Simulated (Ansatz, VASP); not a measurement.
**Two plane-wave programs on CuI (Marshite)**

INCAR

```
SYSTEM = CuI
PREC = Accurate
ENCUT = 600
EDIFF = 1E-6
ISMEAR = 0
SIGMA = 0.01
LREAL = .FALSE.
LASPH = .TRUE.
NELM = 100
ALGO = Normal
ISIF = 3
LWAVE = .FALSE.
LCHARG = .FALSE.
GGA = PE
IBRION = 2
NSW = 80
EDIFFG = -0.001
```

The input KPOINTS:

```
regular mesh
0
G
  8 8 8
  0 0 0
```

The input POSCAR:

```
CuI
1.0
    0.0000000000      3.0390034059      3.0390034059
    3.0390034059      0.0000000000      3.0390034059
    3.0390034059      3.0390034059      0.0000000000
Cu I
1 1
Direct
    0.2500000000      0.2500000000      0.2500000000
    0.0000000000      0.0000000000      0.0000000000
```

Input for Ansatz:

```yaml
crystal:
  lattice:
    - [0.0, 3.0390034059, 3.0390034059]
    - [3.0390034059, 0.0, 3.0390034059]
    - [3.0390034059, 3.0390034059, 0.0]
  atoms:
    - { symbol: Cu, position: [0.25, 0.25, 0.25] }
    - { symbol: I, position: [0.0, 0.0, 0.0] }
basis:
  ecutwfc: 420
kpoints:
  mp_grid: { grid: [8, 8, 8] }
hamiltonian:
  xc: pbe
scf:
  occupations: { method: fixed }
output:
  forces: true
  stress: true
  eigenvalues: true
relax:
  adjacent_minimum: "off"
  f_tol: 0.001
  max_steps: 60
  cell: { stress_tol: 0.01 }
```

Alike in both runs: task relaxation of cell and atoms; functional PBE; k mesh 8 × 8 × 8; no spin polarisation.

```csv
,VASP,Ansatz
version,VASP 6.6.1,Ansatz 0.2.0
potentials or method,"VASP PAW PBE potentials, release 64 (Cu, I)","scalar-relativistic, plane waves, PAW"
plane-wave cutoff (eV),600,420
occupations,"gaussian, width 0.01 eV",fixed
valence electrons in the cell,18,36
```

|  | VASP | Ansatz | Ansatz less VASP |
| --- | --- | --- | --- |
| gap on the k mesh at the Fermi level, each at its own relaxed structure (eV) | 1.12 | 1.10 | -0.020 |
| relaxed volume (Å³/atom) | 28.10 | 28.08 | -0.019 |
| relaxed cell length with the largest relative difference (Å) | 4.299 | 4.298 | -0.0010 |

The two sets of potentials don't hold the same shells in valence.

Caveats: spin-orbit coupling is left out, which moves the levels of the heavy elements.
